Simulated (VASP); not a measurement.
# LiF (P4/mmm) in VASP: notebook

One crystal, LiF, is run at these levels: PBE, LDA; tasks: relaxation of cell and atoms.

All numbers are computed with VASP 6.6.1; they aren't measurements. Logs are shortened: lines on timing, memory, paths and dates and some standing lists are left out, and cuts for length are marked.

## (1) The crystal as given

Symmetry: P4/mmm, No. 123, tetragonal system. Conventional cell: a = 2.695 Å, b = 2.695 Å, c = 4.463 Å, α = 90.00°, β = 90.00°, γ = 90.00°. Li (site symmetry 4/mmm) is surrounded by 4 F at 1.91 Å. Around F (site symmetry 4/mmm) lie 4 Li at 1.91 Å.

The cell was built by a generator and needn't be a form met in nature.

## (2) Relaxation of cell and atoms, PBE

Contents of INCAR:

```
PREC = Accurate
ENCUT = 600
EDIFF = 1E-6
ISMEAR = 0
SIGMA = 0.05
LREAL = False
LASPH = True
NELM = 60
ALGO = Fast
ISIF = 3
LWAVE = False
LCHARG = False
GGA = PE
IBRION = 2
NSW = 60
EDIFFG = -0.01
```

Contents of KPOINTS:

```
regular mesh
0
Gamma
  10 10 6
```

Contents of POSCAR:

```
LiF
1.0
    2.6951600000      0.0000000000      0.0000000000
    0.0000000000      2.6951600000      0.0000000000
    0.0000000000      0.0000000000      4.4634600000
Li F
1 1
Direct
    0.0000000000      0.0000000000      0.0000000000
    0.5000000000      0.5000000000      0.0000000000
```

Potentials or basis: VASP PAW PBE potentials, release 64 (Li_sv, F).

On the command line:

```sh
cat potpaw_PBE.64/Li_sv/POTCAR potpaw_PBE.64/F/POTCAR > POTCAR
mpirun -np 1 vasp_std > vasp.out
```

OUTCAR:

```text
PREC = Accurate
   ENCUT = 600
   EDIFF = 1E-6
   ISMEAR = 0
   LREAL = False
   LASPH = True
   NELM = 60
   ISIF = 3
   GGA = PE
   IBRION = 2
   NSW = 60
   EDIFFG = -0.01

 ion  position               nearest neighbor table
   1  0.000  0.000  0.000-   2 1.91   2 1.91   2 1.91   2 1.91
   2  0.500  0.500  0.000-   1 1.91   1 1.91   1 1.91   1 1.91

  LATTYP: Found a simple tetragonal cell.
 ALAT       =     2.6951600000
 C/A-ratio  =     1.6561020496

  Lattice vectors:

 A1 = (   2.6951600000,   0.0000000000,   0.0000000000)
 A2 = (   0.0000000000,   2.6951600000,   0.0000000000)
 A3 = (   0.0000000000,   0.0000000000,   4.4634600000)

Analysis of symmetry for initial positions (statically):
=====================================================================
 Subroutine PRICEL returns:
 Original cell was already a primitive cell.

 Routine SETGRP: Setting up the symmetry group for a
 simple tetragonal supercell.

 Subroutine GETGRP returns: Found 16 space group operations
 (whereof 16 operations were pure point group operations)
 out of a pool of 16 trial point group operations.

The static configuration has the point symmetry D_4h.

Analysis of symmetry for dynamics (positions and initial velocities):
=====================================================================
 Subroutine PRICEL returns:
 Original cell was already a primitive cell.

 Routine SETGRP: Setting up the symmetry group for a
 simple tetragonal supercell.

 Subroutine GETGRP returns: Found 16 space group operations
 (whereof 16 operations were pure point group operations)
 out of a pool of 16 trial point group operations.

The dynamic configuration has the point symmetry D_4h.

 Subroutine INISYM returns: Found 16 space group operations
 (whereof 16 operations are pure point group operations),
 and found     1 'primitive' translations

----------------------------------------------------------------------------------------

                                     Primitive cell

  volume of cell :      32.4221

  direct lattice vectors                    reciprocal lattice vectors
     2.695160000  0.000000000  0.000000000     0.371035486  0.000000000  0.000000000
     0.000000000  2.695160000  0.000000000     0.000000000  0.371035486  0.000000000
     0.000000000  0.000000000  4.463460000     0.000000000  0.000000000  0.224041439

  length of vectors
     2.695160000  2.695160000  4.463460000     0.371035486  0.371035486  0.224041439

  position of ions in fractional coordinates (direct lattice)
     0.000000000  0.000000000  0.000000000
     0.500000000  0.500000000  0.000000000

  ion indices of the primitive-cell ions
   primitive index   ion index
                 1           1
                 2           2

----------------------------------------------------------------------------------------

 KPOINTS: regular mesh

Automatic generation of k-mesh.
 Grid dimensions read from file:
 generate k-points for:   10   10    6

 Generating k-lattice:

  Cartesian coordinates                     Fractional coordinates (reciprocal lattice)
     0.037103549  0.000000000  0.000000000     0.100000000  0.000000000  0.000000000
     0.000000000  0.037103549  0.000000000     0.000000000  0.100000000  0.000000000
     0.000000000  0.000000000  0.037340240     0.000000000  0.000000000  0.166666667

  Length of vectors
     0.037103549  0.037103549  0.037340240

  Shift w.r.t. Gamma in fractional coordinates (k-lattice)
     0.000000000  0.000000000  0.000000000

 Subroutine IBZKPT returns following result:
 ===========================================

 Found     84 irreducible k-points:

 Following reciprocal coordinates:
            Coordinates               Weight
  0.000000  0.000000  0.000000      1.000000
  0.100000  0.000000  0.000000      4.000000
  0.200000  0.000000  0.000000      4.000000
  0.300000  0.000000  0.000000      4.000000
  0.400000  0.000000  0.000000      4.000000
  0.500000  0.000000  0.000000      2.000000
[... 16 lines left out ...]
  0.100000  0.000000  0.166667      8.000000
  0.200000  0.000000  0.166667      8.000000
 [... further k-points ...]
   k-points           NKPTS =     84   k-points in BZ     NKDIM =     84   number of bands    NBANDS=      9
   number of dos      NEDOS =    301   number of ions     NIONS =      2
   total plane-waves  NPLWV =  20736
   dimension x,y,z NGX =    24 NGY =   24 NGZ =   36
   dimension x,y,z NGXF=    48 NGYF=   48 NGZF=   72
   ions per type =               1   1
   NGX,Y,Z   is equivalent  to a cutoff of  14.80, 14.80, 13.41 a.u.
   NGXF,Y,Z  is equivalent  to a cutoff of  29.61, 29.61, 26.82 a.u.
 SYSTEM =  unknown system
   PREC   = accura    normal or accurate (medium, high low for compatibility)
   ISTART =      0    job   : 0-new  1-cont  2-samecut
   ICHARG =      2    charge: 1-file 2-atom 10-const
   ISPIN  =      1    spin polarized calculation?
   LNONCOLLINEAR =      F non collinear calculations
   LSORBIT =      F    spin-orbit coupling
   LASPH  =      T    aspherical Exc in radial PAW
   ENCUT  =  600.0 eV  44.10 Ry    6.64 a.u.   5.38  5.38  8.91*2*pi/ulx,y,z
   NELM   =     60;   NELMIN=  2; NELMDL= -5     # of ELM steps
   EDIFF  = 0.1E-05   stopping-criterion for ELM
   LREAL  =      F    real-space projection
   EDIFFG = -.1E-01   stopping-criterion for IOM
   NSW    =     60    number of steps for IOM
   IBRION =      2    ionic relax: 0-MD 1-quasi-New 2-CG
   NFREE  =      1    steps in history (QN), initial steepest desc. (CG)
   ISIF   =      3    stress and relaxation
   ISYM   =      2    0-nonsym 1-usesym 2-fastsym
   POTIM  = 0.5000    time-step for ionic-motion
   TEBEG  =    0.0;   TEEND  =   0.0 temperature during run
   PSTRESS=    0.0 pullay stress
   NELECT =      10.0000    total number of electrons
   NUPDOWN=      -1.0000    fix difference up-down
   EMIN   =  10.00;   EMAX   =-10.00  energy-range for DOS
   EFERMI =   0.00;   METHOD = LEGACY
   ISMEAR =     0;   SIGMA  =   0.05  broadening in eV -4-tet -1-fermi 0-gaus
   EFERMI_NEDOS =   21; number of points for ismear=-14 and -15
   IALGO  =     68    algorithm
   IMIX   =      4    mixing-type and parameters
     AMIX     =   0.40;   BMIX     =  1.00
     AMIX_MAG =   1.60;   BMIX_MAG =  1.00
  volume/ion in A,a.u.               =      16.21       109.40
  Fermi-wavevector in a.u.,A,eV,Ry     =   1.106100  2.090227 16.646160  1.223458
  Thomas-Fermi vector in A             =   2.242597
   LORBIT       =      0    0 simple, 1 ext, 2 COOP (PROOUT), +10 PAW based schemes
   GGA     = PE    functional components
   LHFCALC =     F    Hartree Fock is set to
   AEXX    =    0.0000 exact exchange contribution
   IVDW    =     0    specifies the selected vdW correction
   LEPSILON=     F    determine dielectric tensor
   LRPA    =     F    only Hartree local field effects (RPA)
 conjugate gradient relaxation of ions
 non-spin polarized calculation
 RMM-DIIS sequential band-by-band and
 Gauss-broadening in eV      SIGMA  =   0.05
  energy-cutoff  :      600.00
  volume of cell :       32.42
 maximum number of plane-waves:      1102
 NGX is ok and might be reduce to    24
   NGX = 11   NGY = 11   NGZ = 17

--------------------------------------- Ionic step        1  -------------------------------------------

 number of electron      10.0000000 magnetization

 number of electron       9.9999995 magnetization

 Free energy of the ion-electron system (eV)
  ---------------------------------------------------
  ext. energy  EPLUGINS =         0.00000000
  ---------------------------------------------------
  free energy    TOTEN  =        -9.40579544 eV

  energy without entropy =       -9.40579544  energy(sigma->0) =       -9.40579544

------------------------ aborting loop because EDIFF is reached ----------------------------------------

  FORCE on cell =-STRESS in cart. coord.  units (eV):
  Direction    XX          YY          ZZ          XY          YZ          ZX
  --------------------------------------------------------------------------------------
  -------------------------------------------------------------------------------------
  Total       -0.0510251     -0.0510251     -0.0707382      0.0000000     -0.0000000     -0.0000000
  in kB       -2.5214671     -2.5214671     -3.4956155      0.0000000     -0.0000000     -0.0000000
  external PRESSURE =      -2.8461832 kB  Pullay stress =       0.0000000 kB
[... 89 lines left out ...]
  FREE ENERGIE OF THE ION-ELECTRON SYSTEM (eV)
  ---------------------------------------------------
  free  energy   TOTEN  =        -9.4060409995 eV

  energy  without entropy=       -9.4060409995  energy(sigma->0) =       -9.40604100

[... ionic steps 4 to 11 ...]

--------------------------------------- Ionic step       12  -------------------------------------------

 number of electron       9.9999992 magnetization

------------------------ aborting loop because EDIFF is reached ----------------------------------------
[... 67 lines left out ...]
--------------------------------------- Ionic step       14  -------------------------------------------

 number of electron       9.9999998 magnetization

 Free energy of the ion-electron system (eV)
  ---------------------------------------------------
  ext. energy  EPLUGINS =         0.00000000
  ---------------------------------------------------
  free energy    TOTEN  =        -9.41207658 eV

  energy without entropy =       -9.41207658  energy(sigma->0) =       -9.41207658

 E-fermi :  -3.1534     XC(G=0):  -7.0585

 val. band max:       -3.5225468860   @ k =   0.5000   0.0000   0.5000
 cond. band min:       2.4339426546   @ k =   0.0000   0.0000   0.0000
 fundamental gap:      5.9564895406
 Fermi energy:        -3.1533803811

 k-point     1 :       0.0000    0.0000    0.0000
  band No.  band energies     occupation
      1     -44.7495      2.00000
      2     -23.1630      2.00000
      3      -4.6710      2.00000
      4      -3.8991      2.00000
      5      -3.8991      2.00000
      6       2.4339      0.00000
      7       9.7926      0.00000
      8      14.3705      0.00000
      9      16.1906      0.00000
[... 265 lines left out ...]
 k-point    24 :       0.2000    0.0000    0.1667
  band No.  band energies     occupation
      1     -44.7357      2.00000
      2     -23.1067      2.00000
      3      -4.6217      2.00000
      4      -4.5242      2.00000
      5      -3.7729      2.00000
      6       3.6130      0.00000
      7       9.3938      0.00000
      8      13.6353      0.00000
      9      14.8657      0.00000

 [... further k-points ...]

------------------------ aborting loop because EDIFF is reached ----------------------------------------

  FORCE on cell =-STRESS in cart. coord.  units (eV):
  Direction    XX          YY          ZZ          XY          YZ          ZX
  --------------------------------------------------------------------------------------
  -------------------------------------------------------------------------------------
  Total        0.0190938      0.0190938      0.0041805      0.0000000     -0.0000000      0.0000000
  in kB        1.0886954      1.0886954      0.2383657      0.0000000     -0.0000000      0.0000000
  external PRESSURE =       0.8052522 kB  Pullay stress =       0.0000000 kB
[... 17 lines left out ...]
  FREE ENERGIE OF THE ION-ELECTRON SYSTEM (eV)
  ---------------------------------------------------
  free  energy   TOTEN  =        -9.4120765755 eV

  energy  without entropy=       -9.4120765755  energy(sigma->0) =       -9.41207658

 reached required accuracy - stopping structural energy minimisation
```

Wall time 82 s (1 thread of Intel Xeon 6975P-C (Granite Rapids), shared host); peak memory 0.16 GiB.

Results:

- Free energy: -9.4121 eV
- Relaxed volume: 14.05 Å³/atom
- Relaxed cell: a = 2.686 Å, b = 2.686 Å, c = 3.894 Å, α = 90.00°, β = 90.00°, γ = 90.00°
- Space group after relaxing (to 0.05 Å): P4/mmm (No. 123)
- Energy gained by relaxing: 3.1 meV/atom
- Ionic steps: 14
- Pressure after relaxing: 0.1 GPa
- Band gap on the k mesh: 5.96 eV, indirect (least direct gap 6.33 eV)

The path:
```csv
step,energy change (eV),largest force (eV/Å),pressure (GPa),volume (Å³)
1,0.0000,0.0000,-0.28,32.42
2,-0.0002,0.0000,-0.10,32.29
3,-0.0002,0.0000,-0.06,32.20
4,-0.0003,0.0000,0.12,32.01
5,-0.0003,0.0000,0.04,32.09
6,-0.0005,0.0000,0.06,32.01
7,-0.0008,0.0000,0.01,31.87
8,-0.0014,0.0000,-0.04,31.59
9,-0.0027,0.0000,-0.11,31.04
10,-0.0049,0.0000,-0.26,29.92
11,-0.0051,0.0000,-0.46,27.67
12,-0.0059,0.0000,-0.35,28.83
13,-0.0062,0.0000,-0.20,28.53
14,-0.0063,0.0000,0.08,28.10
```

Final structure:
```
Li F
1.0
     2.68623    0.00000    0.00000
     0.00000    2.68623    0.00000
     0.00000    0.00000    3.89411
Li F
1 1
Direct
  0.00000 0.00000 0.00000
  0.50000 0.50000 0.00000
```

Levels at points of the mesh, in eV from the valence-band top:
```tsv
k point	band 2	band 3	band 4	band 5	band 6	band 7	band 8	band 9
(0.00, 0.00, 0.00)	-19.64	-1.15	-0.38	-0.38	5.96	13.32	17.89	19.71
(0.50, 0.00, 0.00)	-19.48	-2.10	-0.55	-0.01	10.42	11.32	13.32	17.45
(0.50, 0.50, 0.00)	-19.11	-2.40	-2.40	-0.18	14.67	15.30	15.30	17.26
(0.00, 0.00, 0.50)	-19.63	-1.69	-0.37	-0.37	7.74	11.22	20.43	21.28
(0.50, 0.00, 0.50)	-19.47	-2.03	-0.81	0.00	9.23	13.18	13.28	16.46
(0.50, 0.50, 0.50)	-19.10	-2.36	-2.36	-0.33	13.76	15.11	15.11	17.69
```

Caveat: the cutoff is under 1.25 times the usual one of these potentials, so pressure, stress and relaxed cells hold a basis-set (Pulay) error.

[end of part 1 of 2]
